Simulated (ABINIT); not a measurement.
# W (Fm-3m) in ABINIT: reference runs

Aim: a first look at W with PBEsol, on the cell as given and on a disturbed one.

All numbers are computed with ABINIT 10.8.3 (patched build); they aren't measurements. Logs are shortened: lines on timing, memory, paths and dates and some standing lists are left out, and cuts for length are marked. The log counts tension as positive stress, the text compression.

### Step 1. The structure

It takes space group Fm-3m (No. 225, cubic). Conventional cell: a = 4.060 Å, b = 4.060 Å, c = 4.060 Å, α = 90.00°, β = 90.00°, γ = 90.00°. W (site symmetry m-3m) is surrounded by 12 W at 2.87 Å.

This isn't the form of W at room conditions, which is bcc.

### Step 2. Single point, PBEsol

The input, run.abi:

```
# Pseudopotentials
pp_dirpath "./"
pseudos "W.upf"

# Structure
acell 5.4251269187 5.4251269187 5.4251269187
rprim
     0.0000000000     0.7071067812     0.7071067812
     0.7071067812     0.0000000000     0.7071067812
     0.7071067812     0.7071067812     0.0000000000
ntypat 1
znucl 74
natom 1
typat 1
xred
     0.0000000000     0.0000000000     0.0000000000

# Plane-wave basis
ecut 1006.821291 eV

# k points
kptopt 1
ngkpt 11 11 11
nshiftk 1
shiftk 0.0 0.0 0.0

# Exchange and correlation
ixc -116133

# Bands and occupations
nband 11
occopt 3
tsmear 0.00183747

# SCF cycle
nstep 100
tolvrs 1.0e-10

# Output
iomode 3
prtwf 0
prtden 0
prteig 0
prtebands 0
enunit 2
```

Potentials or basis: PseudoDojo NC SR PBEsol v0.4.1 standard.

The run is started by

```console
abinit run.abi > log 2>&1
```

run.abo:

```text
.Version 10.8.3 of ABINIT
 Symmetries : space group Fm -3 m (#225); Bravais cF (face-center cubic)
================================================================================
 Values of the parameters that define the memory need of the present run
     intxc =       0    ionmov =       0      iscf =       7    lmnmax =       8
     lnmax =       8     mgfft =      30  mpssoang =       4    mqgrid =    3001
     natom =       1  nloc_mem =       1    nspden =       1   nspinor =       1
    nsppol =       1      nsym =      48    n1xccc =    2501    ntypat =       1
    occopt =       3   xclevel =       2
       mpw =        1239          nfft =       27000          nkpt =          56
================================================================================
================================================================================

--------------------------------------------------------------------------------
------------- Echo of variables that govern the present computation ------------
--------------------------------------------------------------------------------
 -outvars: echo values of preprocessed input variables --------
            acell      5.4251269187E+00  5.4251269187E+00  5.4251269187E+00 Bohr
              amu      1.83850000E+02
             ecut      3.70000000E+01 Hartree
           enunit           2
                       outvar_i_n : Printing only first  50 k-points.
              ixc     -116133
                       outvar_i_n : Printing only first  50 k-points.
         kptrlatt       11    0    0      0   11    0      0    0   11
          kptrlen      5.96763961E+01
            natom           1
            nband          11
            ngfft          30      30      30
             nkpt          56
            nstep         100
             nsym          48
           ntypat           1
                       prtocc : prtvol=0, do not print more k-points.
           occopt           3
           prtden           0
        prtebands           0
           prteig           0
            prtwf           0
            rprim      0.0000000000E+00  7.0710678120E-01  7.0710678120E-01
                       7.0710678120E-01  0.0000000000E+00  7.0710678120E-01
                       7.0710678120E-01  7.0710678120E-01  0.0000000000E+00
          spgroup         225
           tolvrs      1.00000000E-10
           tsmear      1.83747000E-03 Hartree
            typat      1
                       outvars : Printing only first  50 k-points.
            znucl       74.00000

================================================================================

 chkinp: Checking input parameters for consistency.

================================================================================
== DATASET  1 ==================================================================

--- !DatasetInfo
iteration_state: {dtset: 1, }
dimensions: {natom: 1, nkpt: 56, mband: 11, nsppol: 1, nspinor: 1, nspden: 1, mpw: 1239, }
cutoff_energies: {ecut:  37.0, pawecutdg:  -1.0, }
electrons: {nelect:   1.40000000E+01, charge:   0.00000000E+00, occopt:   3.00000000E+00, tsmear:   1.83747000E-03, }
meta: {optdriver: 0, ionmov: 0, optcell: 0, iscf: 7, paral_kgb: 0, }
...

 Real(R)+Recip(G) space primitive vectors, cartesian coordinates (Bohr,Bohr^-1):
 R(1)=  0.0000000  3.8361440  3.8361440  G(1)= -0.1303392  0.1303392  0.1303392
 R(2)=  3.8361440  0.0000000  3.8361440  G(2)=  0.1303392 -0.1303392  0.1303392
 R(3)=  3.8361440  3.8361440  0.0000000  G(3)=  0.1303392  0.1303392 -0.1303392
 Unit cell volume ucvol=  1.1290540E+02 bohr^3
 Angles (23,13,12)=  6.00000000E+01  6.00000000E+01  6.00000000E+01 degrees

 getcut: wavevector=  0.0000  0.0000  0.0000  ngfft=  30  30  30
         ecut(hartree)=     37.000   => boxcut(ratio)=   2.02175

--- Pseudopotential description ------------------------------------------------
- pspini: atom type   1  psp file is ./W.upf
12 -116133 3 -1 1396                          pspcod,pspxc,lmax,lloc,mmax
     nproj     2     2     2     2

   1.61191382E+02                                ecore*ucvol(ha*bohr**3)
--------------------------------------------------------------------------------

================================================================================

--- !BeginCycle
iteration_state: {dtset: 1, }
solver: {iscf: 7, nstep: 100, nline: 4, wfoptalg: 0, }
tolerances: {tolvrs: 1.00E-10, }
...

     iter   Etot(hartree)      deltaE(h)  residm     vres2
 ETOT  1  -75.786812313905    -7.579E+01 3.156E-01 3.006E+01
 ETOT  2  -75.812011631683    -2.520E-02 9.145E-03 3.200E+00
 ETOT  3  -75.812651779255    -6.401E-04 1.773E-03 1.660E-03
 ETOT  4  -75.812652259795    -4.805E-07 5.682E-03 1.264E-05
 ETOT  5  -75.812652261860    -2.065E-09 1.726E-03 3.943E-08
 ETOT  6  -75.812652261864    -4.405E-12 5.104E-04 9.294E-10
 ETOT  7  -75.812652261865    -8.242E-13 1.051E-03 1.609E-12

 At SCF step    7       vres2   =  1.61E-12 < tolvrs=  1.00E-10 =>converged.

 Cartesian components of stress tensor (hartree/bohr^3)
  sigma(1 1)=  4.27907295E-04  sigma(3 2)=  0.00000000E+00
  sigma(2 2)=  4.27907295E-04  sigma(3 1)=  0.00000000E+00
  sigma(3 3)=  4.27907295E-04  sigma(2 1)=  0.00000000E+00

--- !ResultsGS
iteration_state: {dtset: 1, }
comment   : Summary of ground state results
lattice_vectors:
- [  0.0000000,   3.8361440,   3.8361440, ]
- [  3.8361440,   0.0000000,   3.8361440, ]
- [  3.8361440,   3.8361440,   0.0000000, ]
lattice_lengths: [   5.42513,    5.42513,    5.42513, ]
lattice_angles: [ 60.000,  60.000,  60.000, ] # degrees, (23, 13, 12)
lattice_volume:   1.1290540E+02
convergence: {deltae: -8.242E-13, res2:  1.609E-12, residm:  1.051E-03, diffor: null, }
etotal    :  -7.58126523E+01
entropy   :   0.00000000E+00
fermie    :   6.54151080E-01
cartesian_stress_tensor: # hartree/bohr^3
- [  4.27907295E-04,   0.00000000E+00,   0.00000000E+00, ]
- [  0.00000000E+00,   4.27907295E-04,   0.00000000E+00, ]
- [  0.00000000E+00,   0.00000000E+00,   4.27907295E-04, ]
pressure_GPa:  -1.2589E+01
xred      :
- [  0.0000E+00,   0.0000E+00,   0.0000E+00,  W]
cartesian_forces: # hartree/bohr
- [ -0.00000000E+00,  -0.00000000E+00,  -0.00000000E+00, ]
force_length_stats: {min:   0.00000000E+00, max:   0.00000000E+00, mean:   0.00000000E+00, }
...

 Integrated electronic density in atomic spheres:
 ------------------------------------------------
 Atom  Sphere_radius  Integrated_density
    1        2.00000         10.13014047
================================================================================

 ----iterations are completed or convergence reached----

 Mean square residual over all n,k,spin=   18.473E-07; max=  10.508E-04
 reduced coordinates (array xred) for    1 atoms
       0.000000000000      0.000000000000      0.000000000000
 rms dE/dt=  0.0000E+00; max dE/dt=  0.0000E+00; dE/dt below (all hartree)
    1       0.000000000000      0.000000000000      0.000000000000

 cartesian coordinates (angstrom) at end:
    1      0.00000000000000     0.00000000000000     0.00000000000000

 cartesian forces (hartree/bohr) at end:
    1     -0.00000000000000    -0.00000000000000    -0.00000000000000
 frms,max,avg= 0.0000000E+00 0.0000000E+00   0.000E+00  0.000E+00  0.000E+00 h/b

 cartesian forces (eV/Angstrom) at end:
    1     -0.00000000000000    -0.00000000000000    -0.00000000000000
 frms,max,avg= 0.0000000E+00 0.0000000E+00   0.000E+00  0.000E+00  0.000E+00 e/A
 length scales=  5.425126918700  5.425126918700  5.425126918700 bohr
              =  2.870853529685  2.870853529685  2.870853529685 angstroms
 Fermi (or HOMO) energy (hartree) =   0.65415   Average Vxc (hartree)=  -0.51005
 Eigenvalues (hartree) for nkpt=  56  k points:
 kpt#   1, nband= 11, wtk=  0.00075, kpt=  0.0000  0.0000  0.0000 (reduced coord)
  -2.05373   -0.71771   -0.71771   -0.71771    0.32690    0.63417    0.63417    0.63417
   0.74558    0.74558    1.12393
      occupation numbers for kpt#   1
   2.00000    2.00000    2.00000    2.00000    2.00000    1.99996    1.99996    1.99996
   0.00000    0.00000    0.00000
 prteigrs : prtvol=0 or 1, do not print more k-points.

 Fermi (or HOMO) energy (eV) =  17.80036   Average Vxc (eV)= -13.87912
 Eigenvalues (   eV  ) for nkpt=  56  k points:
 kpt#   1, nband= 11, wtk=  0.00075, kpt=  0.0000  0.0000  0.0000 (reduced coord)
 -55.88490  -19.52978  -19.52978  -19.52978    8.89548   17.25671   17.25671   17.25671
  20.28827   20.28827   30.58364
 prteigrs : prtvol=0 or 1, do not print more k-points.

--- !EnergyTerms
iteration_state     : {dtset: 1, }
comment             : Components of total free energy in Hartree
kinetic             :  2.02334201146744E+01
hartree             :  8.42272413505571E+00
xc                  : -1.64355852694074E+01
Ewald energy        : -5.85635574926525E+01
psp_core            :  1.42766761686305E+00
local_psp           : -4.35333311336842E+01
non_local_psp       :  1.26363277507678E+01
internal            : -7.58123342783830E+01
'-kT*entropy'       : -3.17983482136592E-04
total_energy        : -7.58126522618652E+01
total_energy_eV     : -2.06296736302986E+03
band_energy         : -5.17851492752246E+00
...

 Cartesian components of stress tensor (hartree/bohr^3)
  sigma(1 1)=  4.27907295E-04  sigma(3 2)=  0.00000000E+00
  sigma(2 2)=  4.27907295E-04  sigma(3 1)=  0.00000000E+00
  sigma(3 3)=  4.27907295E-04  sigma(2 1)=  0.00000000E+00

-Cartesian components of stress tensor (GPa)         [Pressure= -1.2589E+01 GPa]
- sigma(1 1)=  1.25894673E+01  sigma(3 2)=  0.00000000E+00
- sigma(2 2)=  1.25894673E+01  sigma(3 1)=  0.00000000E+00
- sigma(3 3)=  1.25894673E+01  sigma(2 1)=  0.00000000E+00

== END DATASET(S) ==============================================================
================================================================================

 -outvars: echo values of variables after computation  --------
            acell      5.4251269187E+00  5.4251269187E+00  5.4251269187E+00 Bohr
           etotal     -7.5812652262E+01
            fcart     -0.0000000000E+00 -0.0000000000E+00 -0.0000000000E+00
            rprim      0.0000000000E+00  7.0710678120E-01  7.0710678120E-01
                       7.0710678120E-01  0.0000000000E+00  7.0710678120E-01
                       7.0710678120E-01  7.0710678120E-01  0.0000000000E+00
           strten      4.2790729520E-04  4.2790729520E-04  4.2790729520E-04
                       0.0000000000E+00  0.0000000000E+00  0.0000000000E+00
 Calculation completed.
```

Wall time 14 s (1 thread of Arm Neoverse V2, shared host); peak memory 0.07 GiB.

What came out:

```yaml
Free_energy: -2062.9674 eV
Pressure: -12.6 GPa
Band_gap_on_the_k_mesh: none (metal or under the smearing width)
Valence_electrons_inside_the_program's_atomic_spheres: W 10.13 (radii [1.0584] Å)
```

Levels at points of the mesh, in eV from the Fermi level:
| k point | band 5 | band 6 | band 7 | band 8 | band 9 | band 10 |
| --- | --- | --- | --- | --- | --- | --- |
| (0.00, 0.00, 0.00) | -8.90 | -0.54 | -0.54 | -0.54 | 2.49 | 2.49 |

The run has no spin-orbit coupling, so splittings on W are missing.

### Step 3. Single point, PBEsol (cell strained at random at fixed volume)

The input, run.abi:

```
# Pseudopotentials
pp_dirpath "./"
pseudos "W.upf"

# Structure
acell 2.8568487963 2.8725946042 2.8904868941 Angstrom
rprim
     0.0041734795     0.7029521487     0.7112249002
     0.7065772515     0.0038515703     0.7076254328
     0.7106574343     0.7035229961    -0.0046265562
ntypat 1
znucl 74
natom 1
typat 1
xred
    -0.0067530000    -0.0087400000     0.0141000000
chkprim 0
chksymtnons 0
tolsym 1.0e-6

# Plane-wave basis
ecut 37.0

# k points
kptopt 1
ngkpt 11 11 11
nshiftk 1
shiftk 0.0 0.0 0.0

# Exchange and correlation
ixc -116133

# Bands and occupations
nband 11
occopt 3
tsmear 0.00183747

# SCF cycle
nstep 100
tolvrs 1.0e-10

# Output
iomode 3
prtwf 0
prtden 0
prteig 0
prtebands 0
```

Potentials or basis: PseudoDojo NC SR PBEsol v0.4.1 standard.

The run is started by

```console
abinit run.abi > log 2>&1
```

run.abo:

```text
.Version 10.8.3 of ABINIT
 Symmetries : space group P-1 (#  2); Bravais aP (primitive triclinic)
================================================================================
 Values of the parameters that define the memory need of the present run
     intxc =       0    ionmov =       0      iscf =       7    lmnmax =       8
     lnmax =       8     mgfft =      30  mpssoang =       4    mqgrid =    3001
     natom =       1  nloc_mem =       1    nspden =       1   nspinor =       1
    nsppol =       1      nsym =       2    n1xccc =    2501    ntypat =       1
    occopt =       3   xclevel =       2
       mpw =        1241          nfft =       27000          nkpt =         666
================================================================================
================================================================================

--------------------------------------------------------------------------------
[... 177 lines left out ...]
  sigma(1 1)=  4.04950421E-04  sigma(3 2)=  3.48047954E-05
  sigma(2 2)=  4.85900219E-04  sigma(3 1)=  2.49310097E-05
  sigma(3 3)=  3.87167665E-04  sigma(2 1)= -8.25602048E-05

-Cartesian components of stress tensor (GPa)         [Pressure= -1.2534E+01 GPa]
- sigma(1 1)=  1.19140527E+01  sigma(3 2)=  1.02399243E+00
- sigma(2 2)=  1.42956780E+01  sigma(3 1)=  7.33495630E-01
- sigma(3 3)=  1.13908660E+01  sigma(2 1)= -2.42900509E+00

== END DATASET(S) ==============================================================
================================================================================

 -outvars: echo values of variables after computation  --------
            acell      5.3986618081E+00  5.4284170727E+00  5.4622286004E+00 Bohr
           etotal     -7.5812803108E+01
            fcart     -0.0000000000E+00 -0.0000000000E+00 -0.0000000000E+00
            rprim      4.1734795000E-03  7.0295214870E-01  7.1122490020E-01
                       7.0657725150E-01  3.8515703000E-03  7.0762543280E-01
                       7.1065743430E-01  7.0352299610E-01 -4.6265562000E-03
           strten      4.0495042052E-04  4.8590021943E-04  3.8716766522E-04
                       3.4804795437E-05  2.4931009711E-05 -8.2560204760E-05
           xangst      1.1143277181E-02  1.5014425355E-02 -3.1675704928E-02
             xred     -6.7530000000E-03 -8.7400000000E-03  1.4100000000E-02
 Calculation completed.
```

It took 2.7 min on 1 thread of Arm Neoverse V2, shared host; peak memory 0.2 GiB.

Results:

| Item | Value |
| --- | --- |
| Free energy | -2062.9715 eV |
| Pressure | -12.5 GPa |
| Band gap on the k mesh | none (metal or under the smearing width) |
| Valence electrons inside the program's atomic spheres | W 10.14 (radii [1.0584] Å) |

The run has no spin-orbit coupling, so splittings on W are missing.
